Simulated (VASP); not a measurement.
# Ti (P6_3/mmc) in VASP: core levels with PBEsol

Aim: the core levels of Ti with PBEsol.

Program: VASP 6.6.1. These are calculated values, not measurements. Logs are shortened: lines on timing, memory, paths and dates and some standing lists are left out, and cuts for length are marked.

### 1 The crystal as given

It takes space group P6_3/mmc (No. 194, hexagonal). The conventional cell has a = 2.950 Å, b = 2.950 Å, c = 4.680 Å, α = 90.00°, β = 90.00°, γ = 120.00°. Ti (site symmetry -6m2) is surrounded by 12 Ti at 2.89 to 2.95 Å.

### 2 Core levels, PBEsol

The input, INCAR:

```
  PREC = Accurate
  ENCUT = 520
  EDIFF = 1E-7
  ISMEAR = -1
  SIGMA = 0.05
  LREAL = False
  LASPH = True
  NELM = 80
  ALGO = Normal
  ISIF = 2
  LWAVE = False
  LCHARG = False
  GGA = PS
  ICORELEVEL = 1
```

The input, KPOINTS:

```
regular mesh
0
Gamma
  13 13 7
```

The input, POSCAR:

```
Ti
1.0
    2.9500000000      0.0000000000      0.0000000000
   -1.4750000000      2.5547749412      0.0000000000
    0.0000000000      0.0000000000      4.6800000000
Ti
2
Direct
    0.3333333333      0.6666666667      0.2500000000
    0.6666666667      0.3333333333      0.7500000000
```

Potentials or basis: VASP PAW PBE potentials, release 64 (Ti_sv).

Launch:

```sh
> cat potpaw_PBE.64/Ti_sv/POTCAR > POTCAR
> mpirun -np 1 vasp_std > vasp.out
```

OUTCAR:

```text
PREC = Accurate
   ENCUT = 520
   EDIFF = 1E-7
   ISMEAR = -1
   LREAL = False
   LASPH = True
   NELM = 80
   ISIF = 2
   GGA = PS

 ion  position               nearest neighbor table
   1  0.333  0.667  0.250-   2 2.89   2 2.89   2 2.89   2 2.89   2 2.89   2 2.89
   2  0.667  0.333  0.750-   1 2.89   1 2.89   1 2.89   1 2.89   1 2.89   1 2.89

  LATTYP: Found a hexagonal cell.
 ALAT       =     2.9500000000
 C/A-ratio  =     1.5864406780

  Lattice vectors:

 A1 = (   2.9500000000,   0.0000000000,   0.0000000000)
 A2 = (  -1.4750000000,   2.5547749412,   0.0000000000)
 A3 = (   0.0000000000,   0.0000000000,   4.6800000000)

Analysis of symmetry for initial positions (statically):
=====================================================================
 Subroutine PRICEL returns:
 Original cell was already a primitive cell.

 Routine SETGRP: Setting up the symmetry group for a
 hexagonal supercell.

 Subroutine GETGRP returns: Found 24 space group operations
 (whereof 12 operations were pure point group operations)
 out of a pool of 24 trial point group operations.

The static configuration has the point symmetry D_3d.
 The point group associated with its full space group is D_6h.

Analysis of symmetry for dynamics (positions and initial velocities):
=====================================================================
 Subroutine PRICEL returns:
 Original cell was already a primitive cell.

 Routine SETGRP: Setting up the symmetry group for a
 hexagonal supercell.

 Subroutine GETGRP returns: Found 24 space group operations
 (whereof 12 operations were pure point group operations)
 out of a pool of 24 trial point group operations.

The dynamic configuration has the point symmetry D_3d.
 The point group associated with its full space group is D_6h.

 Subroutine INISYM returns: Found 24 space group operations
 (whereof 12 operations are pure point group operations),
 and found     1 'primitive' translations

----------------------------------------------------------------------------------------

                                     Primitive cell

  volume of cell :      35.2712

  direct lattice vectors                    reciprocal lattice vectors
     2.950000000  0.000000000  0.000000000     0.338983051  0.195711956  0.000000000
    -1.475000000  2.554774941  0.000000000     0.000000000  0.391423911  0.000000000
     0.000000000  0.000000000  4.680000000     0.000000000  0.000000000  0.213675214

  length of vectors
     2.950000000  2.950000000  4.680000000     0.391423911  0.391423911  0.213675214

  position of ions in fractional coordinates (direct lattice)
     0.333333333  0.666666667  0.250000000
     0.666666667  0.333333333  0.750000000

  ion indices of the primitive-cell ions
   primitive index   ion index
                 1           1
                 2           2

----------------------------------------------------------------------------------------

 KPOINTS: regular mesh

Automatic generation of k-mesh.
 Grid dimensions read from file:
 generate k-points for:   13   13    7

 Generating k-lattice:

  Cartesian coordinates                     Fractional coordinates (reciprocal lattice)
     0.026075619  0.015054766  0.000000000     0.076923077 -0.000000000  0.000000000
     0.000000000  0.030109532  0.000000000     0.000000000  0.076923077  0.000000000
     0.000000000  0.000000000  0.030525031     0.000000000  0.000000000  0.142857143

  Length of vectors
     0.030109532  0.030109532  0.030525031

  Shift w.r.t. Gamma in fractional coordinates (k-lattice)
     0.000000000  0.000000000  0.000000000

 Subroutine IBZKPT returns following result:
 ===========================================

 Found     84 irreducible k-points:

 Following reciprocal coordinates:
            Coordinates               Weight
  0.000000  0.000000  0.000000      1.000000
  0.076923  0.000000  0.000000      6.000000
  0.153846  0.000000  0.000000      6.000000
  0.230769  0.000000  0.000000      6.000000
  0.307692  0.000000  0.000000      6.000000
  0.384615 -0.000000  0.000000      6.000000
[... 16 lines left out ...]
  0.076923  0.000000  0.142857     12.000000
  0.153846  0.000000  0.142857     12.000000
 [... further k-points ...]
   k-points           NKPTS =     84   k-points in BZ     NKDIM =     84   number of bands    NBANDS=     16
   number of dos      NEDOS =    301   number of ions     NIONS =      2
   total plane-waves  NPLWV =  20736
   dimension x,y,z NGX =    24 NGY =   24 NGZ =   36
   dimension x,y,z NGXF=    48 NGYF=   48 NGZF=   72
   ions per type =               2
   NGX,Y,Z   is equivalent  to a cutoff of  13.53, 13.53, 12.79 a.u.
   NGXF,Y,Z  is equivalent  to a cutoff of  27.05, 27.05, 25.58 a.u.
 SYSTEM =  unknown system
   PREC   = accura    normal or accurate (medium, high low for compatibility)
   ISTART =      0    job   : 0-new  1-cont  2-samecut
   ICHARG =      2    charge: 1-file 2-atom 10-const
   ISPIN  =      1    spin polarized calculation?
   LNONCOLLINEAR =      F non collinear calculations
   LSORBIT =      F    spin-orbit coupling
   LASPH  =      T    aspherical Exc in radial PAW
   ENCUT  =  520.0 eV  38.22 Ry    6.18 a.u.   5.49  5.49  8.70*2*pi/ulx,y,z
   NELM   =     80;   NELMIN=  2; NELMDL= -5     # of ELM steps
   EDIFF  = 0.1E-06   stopping-criterion for ELM
   LREAL  =      F    real-space projection
   EDIFFG = 0.1E-05   stopping-criterion for IOM
   NSW    =      0    number of steps for IOM
   IBRION =     -1    ionic relax: 0-MD 1-quasi-New 2-CG
   NFREE  =      0    steps in history (QN), initial steepest desc. (CG)
   ISIF   =      2    stress and relaxation
   ISYM   =      2    0-nonsym 1-usesym 2-fastsym
   POTIM  = 0.5000    time-step for ionic-motion
   TEBEG  =    0.0;   TEEND  =   0.0 temperature during run
   PSTRESS=    0.0 pullay stress
   NELECT =      24.0000    total number of electrons
   NUPDOWN=      -1.0000    fix difference up-down
   EMIN   =  10.00;   EMAX   =-10.00  energy-range for DOS
   EFERMI =   0.00;   METHOD = LEGACY
   ISMEAR =    -1;   SIGMA  =   0.05  broadening in eV -4-tet -1-fermi 0-gaus
   EFERMI_NEDOS =   21; number of points for ismear=-14 and -15
   IALGO  =     38    algorithm
   IMIX   =      4    mixing-type and parameters
     AMIX     =   0.40;   BMIX     =  1.00
     AMIX_MAG =   1.60;   BMIX_MAG =  1.00
  volume/ion in A,a.u.               =      17.64       119.01
  Fermi-wavevector in a.u.,A,eV,Ry     =   1.439920  2.721055 28.209912  2.073370
  Thomas-Fermi vector in A             =   2.558722
   LORBIT       =      0    0 simple, 1 ext, 2 COOP (PROOUT), +10 PAW based schemes
   GGA     = PS    functional components
   LHFCALC =     F    Hartree Fock is set to
   AEXX    =    0.0000 exact exchange contribution
   IVDW    =     0    specifies the selected vdW correction
   LEPSILON=     F    determine dielectric tensor
   LRPA    =     F    only Hartree local field effects (RPA)
 non-spin polarized calculation
  energy-cutoff  :      520.00
  volume of cell :       35.27
 maximum number of plane-waves:       975
 NGX is ok and might be reduce to    24
   NGX = 11   NGY = 11   NGZ = 17

 number of electron      24.0000002 magnetization

 Free energy of the ion-electron system (eV)
  ---------------------------------------------------
  ext. energy  EPLUGINS =         0.00000000
  ---------------------------------------------------
  free energy    TOTEN  =       -16.65045220 eV

  energy without entropy =      -16.63190760  energy(sigma->0) =      -16.64117990

 the core state eigenenergies are
   1-  1s  -4854.9110  2s   -523.3873  2p   -430.6915
   2-  1s  -4854.9110  2s   -523.3873  2p   -430.6915

 E-fermi :   8.0524     XC(G=0): -11.5623

 val. band max:        8.0448557853   @ k =   0.3077   0.2308   0.4286
 cond. band min:       8.0612019407   @ k =   0.0769   0.0769   0.4286
 fundamental gap:      0.0163461554
 Fermi energy:         8.0524053074

 k-point     1 :       0.0000    0.0000    0.0000
  band No.  band energies     occupation
      1     -48.6047      2.00000
      2     -48.4743      2.00000
      3     -25.2797      2.00000
      4     -24.6566      2.00000
      5     -24.6566      2.00000
      6     -24.5978      2.00000
[... 8 lines left out ...]
     15       9.3013      0.00000
     16       9.3013      0.00000

 k-point     2 :       0.0769    0.0000    0.0000
  band No.  band energies     occupation
      1     -48.5991      2.00000
      2     -48.4721      2.00000
      3     -25.2672      2.00000
      4     -24.6824      2.00000
      5     -24.6652      2.00000
      6     -24.6031      2.00000
[... 8 lines left out ...]
     15       9.2267      0.00000
     16       9.4040      0.00000

 k-point     3 :       0.1538    0.0000    0.0000
  band No.  band energies     occupation
      1     -48.5834      2.00000
      2     -48.4661      2.00000
      3     -25.2311      2.00000
      4     -24.7541      2.00000
      5     -24.6884      2.00000
      6     -24.6597      2.00000
[... 8 lines left out ...]
     15       9.3343      0.00000
     16       9.3552      0.00000

 k-point     4 :       0.2308    0.0000    0.0000
  band No.  band energies     occupation
      1     -48.5603      2.00000
      2     -48.4585      2.00000
      3     -25.1761      2.00000
      4     -24.8561      2.00000
      5     -24.7596      2.00000
      6     -24.7198      2.00000
[... 8 lines left out ...]
     15       9.1353      0.00000
     16       9.7794      0.00000

 k-point     5 :       0.3077    0.0000    0.0000
  band No.  band energies     occupation
      1     -48.5341      2.00000
      2     -48.4520      2.00000
      3     -25.1092      2.00000
      4     -24.9654      2.00000
      5     -24.8621      2.00000
      6     -24.7521      2.00000
[... 8 lines left out ...]
     15       8.9215      0.00000
     16      10.3965      0.00000

 k-point     6 :       0.3846   -0.0000    0.0000
  band No.  band energies     occupation
      1     -48.5100      2.00000
      2     -48.4490      2.00000
      3     -25.0563      2.00000
      4     -25.0415      2.00000
      5     -24.9447      2.00000
      6     -24.7781      2.00000
[... 8 lines left out ...]
     15       8.9955      0.00000
     16      10.9699      0.00000

 k-point     7 :       0.4615    0.0000    0.0000
  band No.  band energies     occupation
      1     -48.4942      2.00000
      2     -48.4493      2.00000
      3     -25.1076      2.00000
      4     -24.9923      2.00000
      5     -24.9905      2.00000
      6     -24.7926      2.00000
[... 8 lines left out ...]
     15       9.1740      0.00000
     16      11.3024      0.00000

 k-point     8 :       0.0769    0.0769    0.0000
  band No.  band energies     occupation
      1     -48.5884      2.00000
      2     -48.4680      2.00000
      3     -25.2429      2.00000
      4     -24.7265      2.00000
      5     -24.6907      2.00000
      6     -24.6284      2.00000
[... 8 lines left out ...]
     15       9.2956      0.00000
     16       9.3226      0.00000

 k-point     9 :       0.1538    0.0769    0.0000
  band No.  band energies     occupation
      1     -48.5690      2.00000
      2     -48.4612      2.00000
      3     -25.1973      2.00000
      4     -24.8067      2.00000
      5     -24.7517      2.00000
      6     -24.6828      2.00000
[... 8 lines left out ...]
     15       9.3726      0.00000
     16       9.5864      0.00000

 k-point    10 :       0.2308    0.0769    0.0000
  band No.  band energies     occupation
      1     -48.5443      2.00000
      2     -48.4542      2.00000
      3     -25.1360      2.00000
      4     -24.9103      2.00000
      5     -24.8335      2.00000
      6     -24.7326      2.00000
[... 8 lines left out ...]
     15       9.1503      0.00000
     16       9.9953      0.00000

 k-point    11 :       0.3077    0.0769    0.0000
  band No.  band energies     occupation
      1     -48.5189      2.00000
      2     -48.4497      2.00000
      3     -25.0677      2.00000
      4     -25.0101      2.00000
      5     -24.9126      2.00000
      6     -24.7728      2.00000
[... 8 lines left out ...]
     15       8.9106      0.00000
     16      10.5283      0.00000

 k-point    12 :       0.3846    0.0769    0.0000
  band No.  band energies     occupation
      1     -48.4984      2.00000
      2     -48.4489      2.00000
      3     -25.0810      2.00000
      4     -25.0060      2.00000
      5     -24.9689      2.00000
      6     -24.7994      2.00000
[... 8 lines left out ...]
     15       9.1192      0.00000
     16      11.1086      0.00000

 k-point    13 :       0.4615    0.0769    0.0000
  band No.  band energies     occupation
      1     -48.4898      2.00000
      2     -48.4498      2.00000
      3     -25.1066      2.00000
      4     -24.9892      2.00000
      5     -24.9775      2.00000
      6     -24.8087      2.00000
[... 8 lines left out ...]
     15       9.2193      0.00000
     16      11.3582      0.00000

 k-point    14 :       0.1538    0.1538    0.0000
  band No.  band energies     occupation
      1     -48.5479      2.00000
      2     -48.4551      2.00000
      3     -25.1453      2.00000
      4     -24.8676      2.00000
      5     -24.8486      2.00000
      6     -24.7122      2.00000
[... 8 lines left out ...]
     15       9.2679      0.00000
     16       9.8004      0.00000

 k-point    15 :       0.2308    0.1538    0.0000
  band No.  band energies     occupation
      1     -48.5238      2.00000
      2     -48.4502      2.00000
      3     -25.0815      2.00000
      4     -24.9553      2.00000
      5     -24.9125      2.00000
      6     -24.7600      2.00000
[... 8 lines left out ...]
     15       9.0503      0.00000
     16      10.1334      0.00000

 k-point    16 :       0.3077    0.1538    0.0000
  band No.  band energies     occupation
      1     -48.5013      2.00000
      2     -48.4487      2.00000

------------------------ aborting loop because EDIFF is reached ----------------------------------------

  FORCE on cell =-STRESS in cart. coord.  units (eV):
  Direction    XX          YY          ZZ          XY          YZ          ZX
  --------------------------------------------------------------------------------------
  -------------------------------------------------------------------------------------
  Total       -1.2819207     -1.2819207     -1.3621023     -0.0000000     -0.0000000      0.0000000
  in kB      -58.2305964    -58.2305964    -61.8728037     -0.0000000     -0.0000000      0.0000000
  external PRESSURE =     -59.4446655 kB  Pullay stress =       0.0000000 kB

 VOLUME and BASIS-vectors are now :
 -----------------------------------------------------------------------------
  energy-cutoff  :      520.00
  volume of cell :       35.27
      direct lattice vectors                 reciprocal lattice vectors
     2.950000000  0.000000000  0.000000000     0.338983051  0.195711956  0.000000000
    -1.475000000  2.554774941  0.000000000     0.000000000  0.391423911  0.000000000
     0.000000000  0.000000000  4.680000000     0.000000000  0.000000000  0.213675214

 POSITION                                       TOTAL-FORCE (eV/Angst)
 -----------------------------------------------------------------------------------
     -0.00000      1.70318      1.17000         0.000000     -0.000000      0.000000
      1.47500      0.85159      3.51000        -0.000000      0.000000      0.000000
 -----------------------------------------------------------------------------------
    total drift:                               -0.000000      0.000000     -0.000000

  FREE ENERGIE OF THE ION-ELECTRON SYSTEM (eV)
  ---------------------------------------------------
  free  energy   TOTEN  =       -16.6504522009 eV

  energy  without entropy=      -16.6319075995  energy(sigma->0) =      -16.64117990
```

Run time: 23 s. Hardware: 1 thread of Intel Xeon Platinum 8559C (Emerald Rapids), shared host; peak memory 0.17 GiB.

What came out:

| Quantity | Value |
| --- | --- |
| Free energy | -16.6505 eV |
| Pressure | -5.9 GPa |
| Band gap on the k mesh | none (metal or under the smearing width) |

Stress tensor (GPa, compression positive):
```
-5.82  0.00  0.00
 0.00 -5.82  0.00
 0.00  0.00 -6.19
```

Levels at points of the mesh, in eV from the Fermi level:
```csv
k point,band 9,band 10,band 11,band 12,band 13,band 14,band 15,band 16
"(0.00, 0.00, 0.00)",-6.18,-2.66,0.72,0.76,0.76,0.86,1.25,1.25
```

Core levels (eV, on the scale of the bands):
| atom | levels |
| --- | --- |
| 1 Ti | 1s -4854.9, 2s -523.4, 2p -430.7 |
| 2 Ti | 1s -4854.9, 2s -523.4, 2p -430.7 |

Caveat: the PAW data sets were made with another functional, which shifts forces and pressure a little.
